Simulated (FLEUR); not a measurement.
Here is a FLEUR MaX-R8.1 (later development tree) calculation.

The input inp.xml:

```xml
<?xml version="1.0" encoding="UTF-8" standalone="no"?>
<fleurInput fleurInputVersion="0.39">
   <comment>
      AlN                                                                                                 
   </comment>
   <calculationSetup>
      <cutoffs Kmax="5.54" Gmax="17.2" GmaxXC="17.2" numbands="0"/>
      <scfLoop itmax="60" minDistance="0.00001" maxIterBroyd="15" imix="Anderson" alpha="0.05" precondParam="0.0" spinf="2.0" sdNocoIR="T"/>
      <coreElectrons ctail="T" frcor="F" kcrel="0" coretail_lmax="0"/>
      <xcFunctional name="PBEs" relativisticCorrections="F"/>
      <magnetism jspins="1"/>
      <soc l_soc="F" theta="0.0" phi="0.0" spav="F"/>
      <expertModes spex="0" secvar="F"/>
      <geometryOptimization l_f="F" forcealpha="1.0" forcemix="BFGS" epsdisp="0.00001" epsforce="0.00001"/>
      <ldaU l_linMix="F" mixParam="0.05" spinf="1.0"/>
   </calculationSetup>
   <cell>
      <bzIntegration valenceElectrons="32.0" mode="hist" fermiSmearingEnergy="0.00183747">
         <kPointListSelection listName="default-1"/>
         <!-- k-points included here -->
         <xi:include xmlns:xi="http://www.w3.org/2001/XInclude" href="kpts.xml"> </xi:include>
      </bzIntegration>
      <!-- symmetry operations included here -->
      <xi:include xmlns:xi="http://www.w3.org/2001/XInclude" href="sym.xml"> </xi:include>
      <bulkLattice scale="1.0">
         <bravaisMatrix>
            <row-1>    5.8827174258797994     0.0000000000000000     0.0000000000000000</row-1>
            <row-2>   -2.9413587129398997     5.0945827341332919     0.0000000000000000</row-2>
            <row-3>    0.0000000000000000     0.0000000000000000     9.4127258266325988</row-3>
         </bravaisMatrix>
      </bulkLattice>
   </cell>
   <atomSpecies>
      <species name="Aluminum (Al)" element="Al" atomicNumber="13">
         <mtSphere radius="1.77" gridPoints="585" logIncrement="0.019"/>
         <atomicCutoffs lmax="8" lnonsphr="8"/>
         <electronConfig flipSpins="F">
            <coreConfig>(1s1/2)</coreConfig>
            <valenceConfig>(2s1/2) (2p1/2) (2p3/2) (3s1/2) (3p1/2) (3p3/2)</valenceConfig>
            <stateOccupation state="(3p1/2)" spinUp="0.166667" spinDown="0.166667"/>
            <stateOccupation state="(3p3/2)" spinUp="0.333333" spinDown="0.333333"/>
         </electronConfig>
         <energyParameters s="3" p="3" d="3" f="4"/>
         <lo type="SCLO" l="0" n="2" eDeriv="0"/>
         <lo type="SCLO" l="1" n="2" eDeriv="0"/>
         <lo type="SCLO" l="2" n="3" eDeriv="2"/>
         <lo type="SCLO" l="3" n="4" eDeriv="2"/>
      </species>
      <species name="Nitrogen (N)" element="N" atomicNumber="7">
         <mtSphere radius="1.54" gridPoints="509" logIncrement="0.021"/>
         <atomicCutoffs lmax="8" lnonsphr="8"/>
         <electronConfig flipSpins="F">
            <coreConfig>(1s1/2)</coreConfig>
            <valenceConfig>(2s1/2) (2p1/2) (2p3/2)</valenceConfig>
            <stateOccupation state="(2p1/2)" spinUp="0.500000" spinDown="0.500000"/>
            <stateOccupation state="(2p3/2)" spinUp="1.000000" spinDown="1.000000"/>
         </electronConfig>
         <energyParameters s="2" p="2" d="3" f="4"/>
         <lo type="SCLO" l="0" n="2" eDeriv="2"/>
         <lo type="SCLO" l="1" n="2" eDeriv="2"/>
         <lo type="SCLO" l="2" n="3" eDeriv="2"/>
      </species>
   </atomSpecies>
   <atomGroups>
      <atomGroup species="Aluminum (Al)">
         <relPos label="                   1">-1.000/3.000 1.000/3.000 1.000/2.000</relPos>
         <relPos label="                   2">1.000/3.000 -1.000/3.000 .0000000000</relPos>
         <force calculate="T" relaxXYZ="TTT"/>
      </atomGroup>
      <atomGroup species="Nitrogen (N)">
         <relPos label="                   3">-1.000/3.000 1.000/3.000 -3.000/25.000</relPos>
         <relPos label="                   4">1.000/3.000 -1.000/3.000 .3800000000</relPos>
         <force calculate="T" relaxXYZ="TTT"/>
      </atomGroup>
   </atomGroups>
   <output dos="F" band="F" slice="F">
      <checks vchk="F" cdinf="F"/>
      <bandDOS minEnergy="-.5*Htr" maxEnergy="0.5*Htr" sigma="0.015" storeEVData="T"/>
      <vacuumDOS vacdos="F" integ="F" star="F" nstars="0" locx1="0.0" locy1="0.0" locx2="0.0" locy2="0.0" nstm="0" tworkf="0.0"/>
      <unfoldingBand unfoldBand="F" supercellX="1" supercellY="1" supercellZ="1"/>
      <plotting iplot="0" polar="F">
         <plot TwoD="T" vec1="  1.0  0.0  0.0" vec2="  0.0  1.0  0.0" vec3="  0.0  0.0  1.0" zero="  0.0  0.0  0.0" file="plot"/>
      </plotting>
      <chargeDensitySlicing numkpt="0" minEigenval="0.0" maxEigenval="0.0" nnne="0" pallst="F"/>
      <specialOutput eonly="F"/>
      <moessbauerParams electricFieldGradient="T" isomerShift="T" coreHyperfine="T" valenceHyperfine="T"/>
      <magneticCircularDichroism mcd="F" energyLo="-10.0" energyUp="0.0"/>
   </output>
  <!-- We include the file relax.xml here to enable relaxations (see documentation) -->
  <xi:include xmlns:xi="http://www.w3.org/2001/XInclude" href="relax.xml"> <xi:fallback/> </xi:include>
</fleurInput>
```

Contents of crystal.txt:

```
AlN
&input cartesian=F /
3.1130000000  0.0000000000  0.0000000000
-1.5565000000  2.6959370820  0.0000000000
0.0000000000  0.0000000000  4.9810000000
1.8897261246
1.0 1.0 1.0

4
13 0.6666666666  0.3333333332  0.5000000000
13 0.3333333332  0.6666666666  0.0000000000
7 0.6666666666  0.3333333332  0.8800000000
7 0.3333333332  0.6666666666  0.3800000000

&kpt div1=10 div2=10 div3=6 gamma=T /
```

The input inp.xml (bands):

```
<?xml version="1.0" encoding="UTF-8" standalone="no"?>
<fleurInput fleurInputVersion="0.39">
   <comment>
      AlN                                                                                                 
   </comment>
   <calculationSetup>
      <cutoffs Kmax="5.54" Gmax="17.2" GmaxXC="17.2" numbands="0"/>
      <scfLoop itmax="60" minDistance="0.00001" maxIterBroyd="15" imix="Anderson" alpha="0.05" precondParam="0.0" spinf="2.0" sdNocoIR="T"/>
      <coreElectrons ctail="T" frcor="F" kcrel="0" coretail_lmax="0"/>
      <xcFunctional name="PBEs" relativisticCorrections="F"/>
      <magnetism jspins="1"/>
      <soc l_soc="F" theta="0.0" phi="0.0" spav="F"/>
      <expertModes spex="0" secvar="F"/>
      <geometryOptimization l_f="F" forcealpha="1.0" forcemix="BFGS" epsdisp="0.00001" epsforce="0.00001"/>
      <ldaU l_linMix="F" mixParam="0.05" spinf="1.0"/>
   </calculationSetup>
   <cell>
      <bzIntegration valenceElectrons="32.0" mode="hist" fermiSmearingEnergy="0.00183747">
         <kPointListSelection listName="path-1"/>
         <!-- k-points included here -->
         <xi:include xmlns:xi="http://www.w3.org/2001/XInclude" href="kpts.xml"> </xi:include>
      </bzIntegration>
      <!-- symmetry operations included here -->
      <xi:include xmlns:xi="http://www.w3.org/2001/XInclude" href="sym.xml"> </xi:include>
      <bulkLattice scale="1.0">
         <bravaisMatrix>
            <row-1>    5.8827174258797994     0.0000000000000000     0.0000000000000000</row-1>
            <row-2>   -2.9413587129398997     5.0945827341332919     0.0000000000000000</row-2>
            <row-3>    0.0000000000000000     0.0000000000000000     9.4127258266325988</row-3>
         </bravaisMatrix>
      </bulkLattice>
   </cell>
   <atomSpecies>
      <species name="Aluminum (Al)" element="Al" atomicNumber="13">
         <mtSphere radius="1.77" gridPoints="585" logIncrement="0.019"/>
         <atomicCutoffs lmax="8" lnonsphr="8"/>
         <electronConfig flipSpins="F">
            <coreConfig>(1s1/2)</coreConfig>
            <valenceConfig>(2s1/2) (2p1/2) (2p3/2) (3s1/2) (3p1/2) (3p3/2)</valenceConfig>
            <stateOccupation state="(3p1/2)" spinUp="0.166667" spinDown="0.166667"/>
            <stateOccupation state="(3p3/2)" spinUp="0.333333" spinDown="0.333333"/>
         </electronConfig>
         <energyParameters s="3" p="3" d="3" f="4"/>
         <lo type="SCLO" l="0" n="2" eDeriv="0"/>
         <lo type="SCLO" l="1" n="2" eDeriv="0"/>
         <lo type="SCLO" l="2" n="3" eDeriv="2"/>
         <lo type="SCLO" l="3" n="4" eDeriv="2"/>
      </species>
      <species name="Nitrogen (N)" element="N" atomicNumber="7">
         <mtSphere radius="1.54" gridPoints="509" logIncrement="0.021"/>
         <atomicCutoffs lmax="8" lnonsphr="8"/>
         <electronConfig flipSpins="F">
            <coreConfig>(1s1/2)</coreConfig>
            <valenceConfig>(2s1/2) (2p1/2) (2p3/2)</valenceConfig>
            <stateOccupation state="(2p1/2)" spinUp="0.500000" spinDown="0.500000"/>
            <stateOccupation state="(2p3/2)" spinUp="1.000000" spinDown="1.000000"/>
         </electronConfig>
         <energyParameters s="2" p="2" d="3" f="4"/>
         <lo type="SCLO" l="0" n="2" eDeriv="2"/>
         <lo type="SCLO" l="1" n="2" eDeriv="2"/>
         <lo type="SCLO" l="2" n="3" eDeriv="2"/>
      </species>
   </atomSpecies>
   <atomGroups>
      <atomGroup species="Aluminum (Al)">
         <relPos label="                   1">-1.000/3.000 1.000/3.000 1.000/2.000</relPos>
         <relPos label="                   2">1.000/3.000 -1.000/3.000 .0000000000</relPos>
         <force calculate="T" relaxXYZ="TTT"/>
      </atomGroup>
      <atomGroup species="Nitrogen (N)">
         <relPos label="                   3">-1.000/3.000 1.000/3.000 -3.000/25.000</relPos>
         <relPos label="                   4">1.000/3.000 -1.000/3.000 .3800000000</relPos>
         <force calculate="T" relaxXYZ="TTT"/>
      </atomGroup>
   </atomGroups>
   <output dos="F" band="T" slice="F">
      <checks vchk="F" cdinf="F"/>
      <bandDOS minEnergy="-.5*Htr" maxEnergy="0.5*Htr" sigma="0.015" storeEVData="T"/>
      <vacuumDOS vacdos="F" integ="F" star="F" nstars="0" locx1="0.0" locy1="0.0" locx2="0.0" locy2="0.0" nstm="0" tworkf="0.0"/>
      <unfoldingBand unfoldBand="F" supercellX="1" supercellY="1" supercellZ="1"/>
      <plotting iplot="0" polar="F">
         <plot TwoD="T" vec1="  1.0  0.0  0.0" vec2="  0.0  1.0  0.0" vec3="  0.0  0.0  1.0" zero="  0.0  0.0  0.0" file="plot"/>
      </plotting>
      <chargeDensitySlicing numkpt="0" minEigenval="0.0" maxEigenval="0.0" nnne="0" pallst="F"/>
      <specialOutput eonly="F"/>
      <moessbauerParams electricFieldGradient="T" isomerShift="T" coreHyperfine="T" valenceHyperfine="T"/>
      <magneticCircularDichroism mcd="F" energyLo="-10.0" energyUp="0.0"/>
   </output>
  <!-- We include the file relax.xml here to enable relaxations (see documentation) -->
  <xi:include xmlns:xi="http://www.w3.org/2001/XInclude" href="relax.xml"> <xi:fallback/> </xi:include>
</fleurInput>
```

Potentials or basis: all-electron, FLAPW.

Command:

```console
$ inpgen -f crystal.txt -profile fastHighL
$ # inp.xml edited to the form shown
$ fleur_MPI
$ fleur_MPI   # second run, on inp.xml (bands)
```

(1) Estimate the band gap along the path.

(2) What does it give for the band gap on the k mesh?

Results:

(1) 4.14 eV, direct.

(2) 4.14 eV, direct.

**What was measured.**

“Self-assembly of well-separated AlN nanowires directly on sputtered metallic TiN films”, 2019, arxiv:1910.07391 quotes, for a bulk crystal of AlN at 10 K: band gap 6.034 eV (an exciton energy, a little under the gap).

A measured gap of AlN is 6.034 eV (an exciton energy, a little under the gap; 10 K; quoted in “Self-assembly of well-separated AlN nanowires directly on sputtered metallic TiN films”, 2019, arxiv:1910.07391); the calculated 4.14 eV misses it by -1.89 eV. 2 values of this kind are on record (6.034 to 6.0343 eV); this one was drawn at random. The value is that of PBEsol, without temperature or zero-point motion. Semilocal functionals fall short of measured gaps as a rule.
